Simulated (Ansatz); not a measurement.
**Te: a line through an energy map**

An exercise on one series of results from a longer session: the logs are not shown, and one member is left open.

Program: Ansatz 0.2.0. Level of theory: DFT PBE, scalar-relativistic, plane waves, PAW. These are calculated values, not measurements.

13 further runs of the same task are left out: 13 set aside as unsound or not needed.

## The system as given

The structure is trigonal, space group R-3m (No. 166). Conventional cell: a = 4.550 Å, b = 4.550 Å, c = 5.473 Å, α = 90.00°, β = 90.00°, γ = 120.00°. Te (site symmetry -3m) is surrounded by 6 Te at 3.20 Å.

Coordinates:

```
Te
1.0
     2.27488    1.31340    1.82444
    -2.27488    1.31340    1.82444
     0.00000   -2.62680    1.82444
Te
1
Direct
  0.50000 0.50000 0.50000
```

It goes back to an entry of the Materials Project, which need not be the stable form.

It is the result of an earlier relaxation at this level (volume 32.71 Å³/atom; gap on the mesh: none (metal)).

## Plan of the line

The energy is mapped over volume and the cell's shape.

The axes are (1) volume per atom: 7 values from 30.09 to 35.32 Å³; (2) c/a of the conventional cell: 7 values from 1.110 to 1.303.

Nothing else is relaxed (symmetry fixes all fractional coordinates). Energies count from the relaxed crystal. Points are written as (first, second).

The first run:

Contents of input.yaml:

```yaml
crystal:
  lattice:
    - [2.2322948646, 1.288816041, 1.7431246499]
    - [-2.2322948646, 1.288816041, 1.7431246499]
    - [0.0, -2.577632082, 1.74312465]
  atoms:
    - { symbol: Te, position: [0.5, 0.5, 0.5] }
basis:
  ecutwfc: 420
kpoints:
  mp_grid: { grid: [15, 15, 15] }
hamiltonian:
  xc: pbe
scf:
  occupations: { method: gaussian, width: 0.15 }
output:
  forces: true
  stress: true
  eigenvalues: true
```

Run with:

```
> ansatz run input.yaml --threads 1 --pin off --max-ram 2048MiB --backend cpu --events-out ev --progress --plain --runs-dir out
```

Steps of the session up to this table: Grid point (30.09 Å³, 1.171); The run at (30.96 Å³, 1.171); Grid point (31.83 Å³, 1.171); The run at (32.71 Å³, 1.171); Grid point (33.58 Å³, 1.171); Point (34.45 Å³, 1.171); The run at (35.32 Å³, 1.171).

One table of the session follows, with a row left open; its other results are not shown here.

| volume per atom (Å³) | energy (meV/atom) | slope (meV/atom per Å³) | pressure (GPa) |
| --- | --- | --- | --- |
| 30.09 | 38.5 | −31.6 | 5.1 |
| 30.96 | 16.4 | −19.3 | 3.1 |
| 31.83 | ? | ? | ? |
| 32.71 | 0.6 | 0.2 | 0.0 |
| 33.58 | 4.3 | 8.0 | −1.3 |
| 34.45 | 14.2 | 14.6 | −2.3 |
| 35.32 | 29.5 | 20.2 | −3.2 |

Estimate the missing values for volume per atom (Å³) = 31.83.

Worked estimate for «energy (meV/atom)». A straight line through the neighbours (30.96, 16.4) and (32.71, 0.6) gives 16.4 + (0.6 − 16.4) × (31.83 − 30.96) / (32.71 − 30.96) = 8.5; a parabola fitted to 4 rows on both sides gives 4.2.

The run gave: energy (meV/atom): 4.2; slope (meV/atom per Å³): −8.8; pressure (GPa): 1.4. In «energy (meV/atom)» the line misses by +4.3 and the parabola by 0.0.

Energies count from the relaxed crystal.

Along the line the energy is lowest at 32.71 Å³, 0.6 meV/atom from the zero. V·d²E/dV² there is about 50 GPa, a bulk modulus under this line's constraint. The highest point computed, at 30.09 Å³, lies 37.9 meV/atom above the lowest.
